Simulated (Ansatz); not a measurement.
# Bi2Se3 (Paraguanajuatite) (R-3m) in Ansatz: notebook

One crystal, Bi2Se3 (Paraguanajuatite), is run at these levels: PBE, PBE+D3(BJ); tasks: relaxation of cell and atoms.

Everything below comes from runs of Ansatz 0.2.0. Logs are shortened: lines on timing, memory, paths and dates and some standing lists are left out, and cuts for length are marked.

**1. The structure**

Symmetry: R-3m, No. 166, trigonal system. The conventional cell has a = 4.143 Å, b = 4.143 Å, c = 28.636 Å, α = 90.00°, β = 90.00°, γ = 120.00°. Bi (site symmetry 3m) is surrounded by 6 Se at 2.85 to 3.07 Å. Se (site symmetry 3m) is surrounded by 3 Bi at 2.85 Å. Se (site symmetry -3m) has 6 Bi at 3.07 Å as nearest neighbours.

**2. Relaxation of cell and atoms, PBE**

File input.yaml:

```yaml
crystal:
  lattice:
    - [2.0715, 1.1959810826, 9.5453333333]
    - [-2.0715, 1.1959810826, 9.5453333333]
    - [0.0, -2.3919621653, 9.5453333333]
  atoms:
    - { symbol: Bi, position: [0.5992, 0.5992, 0.5992] }
    - { symbol: Bi, position: [0.4008, 0.4008, 0.4008] }
    - { symbol: Se, position: [0.7883, 0.7883, 0.7883] }
    - { symbol: Se, position: [0.2117, 0.2117, 0.2117] }
    - { symbol: Se, position: [0.0, 0.0, 0.0] }
hamiltonian:
  xc: pbe
  pseudopotentials: { kind: paw }
kpoints:
  mp_grid: { grid: [8, 8, 8] }
scf:
  occupations: { method: fermi_dirac, width: 0.05 }
output:
  forces: true
  stress: true
  eigenvalues: true
relax:
  f_tol: 0.01
  max_steps: 40
  cell: { stress_tol: 0.05 }
```

Potentials or basis: Ansatz PAW.

Launch:

```
$ ansatz run input.yaml --threads 2 --pin off --max-ram 5632MiB --backend cpu --events-out ev --progress --plain --runs-dir out
```

Standard output:

```text
Warning: RAYON_NUM_THREADS=2 ignored (pool sized by the plan → 2); use --threads N
basis.fft_grid_basis auto: the FFT boxes are laid along the combinations [[1, 0, -1], [0, 1, -1], [0, 0, 1]] of the cell's own vectors, 4.143, 4.143 and 9.840 Å long. The dense box has 30×30×72 points. Along the cell's own vectors, as sized, it would have 72×72×72, 5.76 times as many. Of the 12 symmetry operations that the crystal satisfies within crystal.symmetry.tolerance (time reversal apart; of a slab, those that keep its plane) the dense box along the cell's own vectors carries 12, and the one as laid loses 8 of those. basis.fft_grid_basis: typed keeps the cell's own vectors: state it where this run's energies or levels are differenced outside the engine with another run's, or held beside a run that keeps those vectors.
Engine: ansatz 0.2.0, x86_64-unknown-linux-gnu
Pseudopotentials: kind: paw
Pseudopotential: Bi, paw, valence charge 15, recommended cutoff 420 eV (normal), Bi.paw.azcp
Pseudopotential: Se, paw, valence charge 16, recommended cutoff 420 eV (normal), Se.paw.azcp
Functional definition: PBE
  parameter kappa = 0.804
  parameter beta = 0.06672455060314922
  exchange = pbe_x(kappa = kappa, mu = beta*pi^2/3)
  correlation = pbe_c(beta = beta)
Crystal: 5 atoms, lattice volume = 141.890 Å³
Basis set: ecut = 420 eV, 2743 PW (Γ), FFT grids on a1−a3, a2−a3, a3, exchange–correlation on 60×60×144 points (8 copies of the dense FFT grid, shifted against one another)
Bands: 47, of which v1, the nominal top of the filled ones, is band 39 counted from 1 (38 counted from 0)
Symmetry: 12 space group operations
Space group: R-3m (ITA 166), of the structure as read, at distance tolerance 5.2e-5 Å
k-points: 65 of 512
Non-local potential: Bi, projectors of the file, l = 0: 2, l = 1: 2, l = 2: 2, l = 3: 2
Non-local potential: Se, projectors of the file, l = 0: 2, l = 1: 2, l = 2: 3, l = 3: 1
PAW form: soft (Blöchl's): semilocal exchange-correlation on the pseudo side does not see the compensation charge
PAW one-centre angular grid: Bi, 590 points (default); XC on 64 Gauss nodes
PAW one-centre angular grid: Se, 590 points (default); XC on 64 Gauss nodes
Initial density: superposition of atomic densities (neutral atoms: chi_scale 0, normalization atom), corrected by the library's trained network
Initial wavefunctions: pseudopotential atomic-orbital guess
Functional: x = pbe(κ = 0.804, μ = 0.2195149727645171), c = pbe(β = 0.06672455060314922)
SCF iter   1: F=—  HF=-41202.214873 eV  |F-HF|=—  |Δ(HF+E_count)|=         —  Δρ=1.24e-3  dr2=3.26e-3  ethr=1.77e-3  ⟨swp⟩=8.3  Hψ=12428  notcnv=0  defer=8
[... 124 lines left out ...]
Entropy (-TS):   -0.000029 eV (-0.006 meV/atom)
Fermi energy:    7.488244 eV
--- Per-component energies (eV) ---
  E_band       = -1450.862701
  E_kinetic    = 954.871631
  E_local      = -11469.482925  (includes V_loc(G=0)·N_el)
  E_nonlocal   = -663.329227
  E_hartree    = 5112.447648
  E_xc         = -615.442546
  E_vxc        = -582.719962  (∫ρ·V_xc dr)
  E_paw        = -27059.314540  (= ΣΔE_a)
  E_vpaw       = 84.905145  (= ΣTr[D̂ρ^β])
  E_aug_tail   = -0.002588  (compensation charges beyond the density's cutoff)
  E_ewald      = -7462.040604
  E_smearing   = -0.000029  (= −TS)
  E_closure    = -0.000000  (closes the sum)
  Σ components = -41202.293179   (vs F -41202.293179, Δ=0.00e0)
--- Forces (eV/Å), atoms counted from 1 ---
  atom   1  Bi     0.00000000     0.00000000    -0.00037251
  atom   2  Bi     0.00000000    -0.00000000     0.00037251
  atom   3  Se     0.00000000     0.00000000    -0.00056319
  atom   4  Se     0.00000000    -0.00000000     0.00056319
  atom   5  Se     0.00000000     0.00000000    -0.00000000
  max |Σ_I F_I| component: 2.17e-19 eV/Å
--- Stress (GPa, compression-positive) ---
       -0.004485       0.000000       0.000000
        0.000000      -0.004485      -0.000000
        0.000000      -0.000000       0.018948
  P = ⅓ Tr σ = 0.0033 GPa (0.033 kbar)
--- Band table (eV; the first three rows and the last of 65) ---
  k-point 0: bands = ["-39.7136", "-39.7136", "-39.7136", "-39.7136", "-39.7006", "-39.7006", "-39.7005", "-39.7005", "-39.6951", "-39.6951", "-39.6295", "-39.6212", "-39.6212", "-39.5914", "-39.5914", "-15.5803", "-15.5803", "-15.5790", "-15.5790", "-15.5727", "-15.5706", "-15.5624", "-15.5624", "-15.5602", "-15.5602", "-6.5603", "-6.0242", "-4.9973", "-2.0591", "-1.1143", "5.4726", "5.7454", "5.7454", "5.7676", "5.9068", "5.9068", "6.3640", "6.3640", "7.0919", "7.7798", "9.0642", "9.0642", "9.5859", "10.1142", "10.1142", "13.4597", "13.9104"]
  k-point 1: bands = ["-39.7136", "-39.7136", "-39.7136", "-39.7136", "-39.7006", "-39.7006", "-39.7005", "-39.7005", "-39.6951", "-39.6951", "-39.6295", "-39.6212", "-39.6212", "-39.5914", "-39.5914", "-15.5820", "-15.5803", "-15.5771", "-15.5757", "-15.5708", "-15.5687", "-15.5645", "-15.5630", "-15.5620", "-15.5603", "-6.4264", "-5.9035", "-4.9313", "-2.1213", "-1.3034", "4.6794", "4.9988", "5.3664", "5.3798", "5.7952", "6.1288", "6.3736", "6.5633", "6.8762", "8.5240", "9.1802", "9.3571", "9.6096", "10.2595", "10.5013", "13.2434", "13.7893"]
  k-point 2: bands = ["-39.7136", "-39.7136", "-39.7135", "-39.7135", "-39.7006", "-39.7006", "-39.7005", "-39.7005", "-39.6951", "-39.6951", "-39.6295", "-39.6213", "-39.6212", "-39.5914", "-39.5913", "-15.5871", "-15.5846", "-15.5705", "-15.5700", "-15.5685", "-15.5669", "-15.5643", "-15.5632", "-15.5619", "-15.5601", "-6.0396", "-5.5676", "-4.7732", "-2.3648", "-1.8131", "3.5855", "4.3072", "4.6561", "4.8457", "5.3573", "5.9492", "6.1947", "6.3681", "6.9219", "8.6509", "9.5499", "9.6828", "10.2529", "10.7271", "11.3597", "12.3398", "13.8689"]
  k-point 64: bands = ["-39.7136", "-39.7136", "-39.7136", "-39.7136", "-39.7006", "-39.7006", "-39.7005", "-39.7005", "-39.6951", "-39.6951", "-39.6295", "-39.6212", "-39.6212", "-39.5914", "-39.5914", "-15.5803", "-15.5803", "-15.5790", "-15.5790", "-15.5727", "-15.5706", "-15.5624", "-15.5624", "-15.5602", "-15.5602", "-6.5257", "-6.1016", "-4.9245", "-2.1875", "-0.9990", "5.1943", "5.7223", "5.7223", "5.9618", "5.9618", "6.1812", "6.3213", "6.3213", "6.8332", "7.9247", "9.1461", "9.1461", "9.5437", "10.0202", "10.0202", "13.5049", "14.1730"]
--- Relaxed structure (8 steps of the walk, 8 accepted, 1 SCFs on fresh bases) ---
  F+E_penalty+E_count = -41202.29317939 eV   max|allowed force component| = 5.632e-4 eV/Å   (the final SCF, on the basis selected at the relaxed cell)
  cell:  # Å, volume = 158.1143 Å³
    - [2.0953003010620885, 1.209722192833147, 10.396517672544107]
    - [-2.0953003010620885, 1.209722192833147, 10.396517672544107]
    - [-1.6310104465573547e-33, -2.4194443857207526, 10.396517672537769]
  atoms:
    - { symbol: Bi, position: [0.6041506986003217, 0.6041506986003217, 0.6041506986003217] }
    - { symbol: Bi, position: [0.395849301399678, 0.395849301399678, 0.395849301399678] }
    - { symbol: Se, position: [0.7792809047511714, 0.7792809047511714, 0.7792809047511714] }
    - { symbol: Se, position: [0.2207190952488284, 0.2207190952488284, 0.22071909524882843] }
    - { symbol: Se, position: [-9.692546310997004e-20, -9.692546310997027e-20, -9.692546310530565e-20] }
```

Wall time 64 s (2 threads of Intel Xeon 6975P-C (Granite Rapids), shared host); peak memory 0.72 GiB.

Results:

```yaml
Free_energy: -41202.2932 eV
Relaxed_volume: 31.62 Å³/atom
Relaxed_cell: a = 10.674 Å, b = 10.674 Å, c = 10.674 Å, α = 22.64°, β = 22.64°, γ = 22.64°
Space_group_after_relaxing_to_0.05_Å: R-3m (No. 166)
Energy_gained_by_relaxing: 16.0 meV/atom
Ionic_steps: 9
Pressure_after_relaxing: 0.0 GPa
Band_gap_on_the_k_mesh: 0.69 eV, direct
```

Step by step:
```
step  energy change (eV)  largest force (eV/Å)  volume (Å³)
   1              0.0000                0.1594       141.89
   2             -0.0284                0.3660       153.79
   3             -0.0641                0.0370       151.43
   4             -0.0682                0.0687       151.95
   5             -0.0761                0.0123       154.52
   6             -0.0775                0.0010       156.57
   7             -0.0777                0.0010       157.80
   8             -0.0777                0.0001       158.11
   9             -0.0798                0.0006       158.11
```

Final structure:
```
Bi Se
1.0
     2.09530    1.20972   10.39652
    -2.09530    1.20972   10.39652
     0.00000   -2.41944   10.39652
Bi Se
2 3
Direct
  0.60415 0.60415 0.60415
  0.39585 0.39585 0.39585
  0.77928 0.77928 0.77928
  0.22072 0.22072 0.22072
  0.00000 0.00000 0.00000
```

Levels at points of the mesh, in eV from the valence-band top:
| k point | band 36 | band 37 | band 38 | band 39 | band 40 | band 41 | band 42 | band 43 |
| --- | --- | --- | --- | --- | --- | --- | --- | --- |
| (0.00, 0.00, 0.00) | -1.19 | -0.73 | -0.73 | 0.00 | 0.69 | 1.97 | 1.97 | 2.49 |
| (0.00, 0.00, -0.50) | -2.06 | -1.24 | -0.82 | -0.42 | 1.42 | 2.60 | 3.16 | 3.40 |
| (0.00, -0.50, -0.50) | -1.59 | -1.07 | -0.93 | -0.75 | 1.72 | 2.52 | 2.83 | 3.37 |
| (-0.50, -0.50, -0.50) | -0.91 | -0.77 | -0.77 | -0.26 | 0.83 | 2.05 | 2.05 | 2.45 |

Caveat: the plane-wave basis is chosen anew once the cell has moved, so the energies of steps on either side of that aren't comparable; spin-orbit coupling is left out, which as a rule narrows the gap of such compounds by several tenths of an eV. Zero-point motion and thermal expansion aren't in these numbers.

**3. Relaxation of cell and atoms, PBE+D3(BJ)**

Changes to input.yaml since step 2:

```diff
@@ -14,2 +14,3 @@
   pseudopotentials: { kind: paw }
+  dispersion: d3bj
 kpoints:
```

Potentials or basis: Ansatz PAW.

Launch:

```
$ ansatz run input.yaml --threads 2 --pin off --max-ram 5632MiB --backend cpu --events-out ev --progress --plain --runs-dir out
```

Run time: 38 s. Hardware: 2 threads of Intel Xeon 6975P-C (Granite Rapids), shared host; peak memory 0.7 GiB.

It converged, with:

```
Free energy                            : -41204.2209 eV
Relaxed volume                         : 28.20 Å³/atom
Relaxed cell                           : a = 9.778 Å, b = 9.778 Å, c = 9.778 Å, α = 24.47°, β = 24.47°, γ = 24.47°
Space group after relaxing (to 0.05 Å) : R-3m (No. 166)
Energy gained by relaxing              : 1.0 meV/atom
Ionic steps                            : 5
Pressure after relaxing                : 0.0 GPa
Largest force after relaxing           : 0.004 eV/Å
Band gap on the k mesh                 : 0.16 eV, direct
```

Forces in eV/Å, atoms in the order of the input:
```
Bi   0.000  0.000 -0.004
Bi   0.000  0.000  0.004
Se   0.000  0.000 -0.003
Se   0.000  0.000  0.003
Se   0.000  0.000  0.000
```

Step by step:
| step | energy change (eV) | largest force (eV/Å) | volume (Å³) |
| --- | --- | --- | --- |
| 1 | 0.0000 | 0.1660 | 141.89 |
| 2 | -0.0042 | 0.0273 | 141.67 |
| 3 | -0.0049 | 0.0030 | 141.09 |
| 4 | -0.0050 | 0.0040 | 140.99 |
| 5 | -0.0049 | 0.0040 | 140.99 |

Final structure:
```cif
data_structure
_symmetry_space_group_name_H-M 'P 1'
_symmetry_Int_Tables_number 1
_cell_length_a 9.7776
_cell_length_b 9.7776
_cell_length_c 9.7776
_cell_angle_alpha 24.469
_cell_angle_beta 24.469
_cell_angle_gamma 24.469
_cell_volume 140.99
loop_
_atom_site_label
_atom_site_type_symbol
_atom_site_fract_x
_atom_site_fract_y
_atom_site_fract_z
_atom_site_occupancy
Bi1 Bi 0.59911 0.59911 0.59911 1
Bi2 Bi 0.40089 0.40089 0.40089 1
Se1 Se 0.78954 0.78954 0.78954 1
Se2 Se 0.21046 0.21046 0.21046 1
Se3 Se 0.00000 0.00000 0.00000 1
```

Levels at points of the mesh, in eV from the valence-band top:
```tsv
k point	band 35	band 36	band 37	band 38	band 39	band 40	band 41	band 42	band 43	band 44
(0.00, 0.00, 0.00)	-1.91	-1.91	-1.25	-1.25	0.00	0.16	1.30	1.30	2.11	2.69
(0.00, 0.00, -0.50)	-3.09	-3.06	-2.28	-1.27	-0.56	0.78	1.79	2.95	3.10	4.02
(0.00, -0.50, -0.50)	-2.55	-1.97	-1.93	-1.75	-1.01	1.28	1.91	2.52	2.95	3.41
(-0.50, -0.50, -0.50)	-1.62	-1.58	-1.48	-1.48	-0.54	0.68	1.65	1.65	2.00	2.31
```

Caveat: the plane-wave basis is chosen anew once the cell has moved, so the energies of steps on either side of that aren't comparable; spin-orbit coupling is left out, which as a rule narrows the gap of such compounds by several tenths of an eV. A k mesh can miss the band edges.
